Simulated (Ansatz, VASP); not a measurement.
**Ir: VASP beside Ansatz**

The input INCAR:

```
PREC = Accurate
ENCUT = 520
EDIFF = 1E-7
ISMEAR = -1
SIGMA = 0.05
LREAL = F
LASPH = T
NELM = 80
ALGO = Normal
ISIF = 2
LWAVE = F
LCHARG = F
NBANDS = 10
```

The input KPOINTS:

```
Automatic mesh
0
Gamma
  12 12 12
```

POSCAR

```
Ir
1.0
    0.0000000000      1.9156000000      1.9156000000
    1.9156000000      0.0000000000      1.9156000000
    1.9156000000      1.9156000000      0.0000000000
Ir
1
Direct
    0.0000000000      0.0000000000      0.0000000000
```

The input input.yaml:

```yaml
crystal:
  lattice:
    - [0.0, 1.9156, 1.9156]
    - [1.9156, 0.0, 1.9156]
    - [1.9156, 1.9156, 0.0]
  atoms:
    - { symbol: Ir, position: [0.0, 0.0, 0.0] }
hamiltonian:
  xc: lda
  pseudopotentials: { kind: paw }
kpoints:
  mp_grid: { grid: [12, 12, 12] }
  band_path:
    path:
      - [[0.0, 0.0, 0.0], [0.5, 0.0, 0.5], [0.5, 0.25, 0.75], [0.375, 0.375, 0.75], [0.0, 0.0, 0.0], [0.5, 0.5, 0.5], [0.625, 0.25, 0.625], [0.5, 0.25, 0.75], [0.5, 0.5, 0.5], [0.375, 0.375, 0.75]]
      - [[0.625, 0.25, 0.625], [0.5, 0.0, 0.5]]
    npoints: 14
scf:
  occupations: { method: fermi_dirac, width: 0.05 }
  n_extra_bands: 6
output:
  forces: true
  stress: true
  eigenvalues: true
  fatbands: true
  write_density: true
  write_potential: true
  elf: true
  volumetric_format: npy
```

Alike in both runs: functional LDA; k mesh 12 × 12 × 12; occupations fermi-dirac, width 0.05 eV; no spin polarisation.

```csv
,VASP,Ansatz
version,VASP 6.6.1,Ansatz 0.2.0
potentials or method,"VASP PAW LDA potentials, release 64 (Ir)",Ansatz PAW
plane-wave cutoff (eV),520,420
valence electrons in the cell,9,17
task,single point,band structure
```

|  | VASP | Ansatz | Ansatz less VASP |
| --- | --- | --- | --- |
| gap on the k mesh at the Fermi level (eV) | none | none | - |
| pressure (GPa) | -4.2 | -6.6 | -2.42 |

A gap of «none» marks a metal or a gap that the smearing closes. The two sets of potentials don't hold the same shells in valence.

Caveats: spin-orbit coupling is left out, which moves the levels of the heavy elements (Ansatz); the PAW data sets come from PBE, with cores solved anew for the run's functional, which leaves a small shift of forces and pressure (Ansatz). Spin-orbit coupling is left out, which matters for the levels of Ir.
